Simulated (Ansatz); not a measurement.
Calculated with Ansatz (gas phase, PBE0-D4/def2-TZVP geometries, no zero-point term in ΔE). CBS: MP2 limit from def2 TZ/QZ plus the TZ coupled-cluster correction, frozen cores. This one scheme is used for every species. DFT in def2-TZVPP. B3LYP here is the variant with VWN-RPA as its local correlation; programs differ in this.

Consider the adduct formation: BH₃ + `CC(C)=O` → `[BH3-][O+]=C(C)C`.

CCSD(T)/CBS gives -83.6 kJ/mol.

Question: Another level gave -95.7 kJ/mol. Which?
A. B3LYP/def2-TZVPP
B. PBE0/def2-TZVPP
C. r2SCAN0-D4/def2-TZVPP
D. LC-ωPBE/def2-TZVPP

Answer: B. PBE0 -95.7, B3LYP -73.9, LC-ωPBE -90.7, r2SCAN0-D4 -100.0 kJ/mol.

Largest T1 diagnostic among the species: 0.015.

The D4 term adds −12.6 kJ/mol with B3LYP and −6.9 kJ/mol with PBE0; it sums over pairs of atoms, weighted by their polarisabilities, and B3LYP, whose exchange is more repulsive, gets the larger term. From r2SCAN to r2SCAN0 (25 % exact exchange), in def2-TZVPP and without D4, ΔE moves by +4.0 kJ/mol.

CCSD(T)/CBS has its own doubt, a few kJ/mol and more with outer-core shells, so smaller differences from it don't rank the levels.
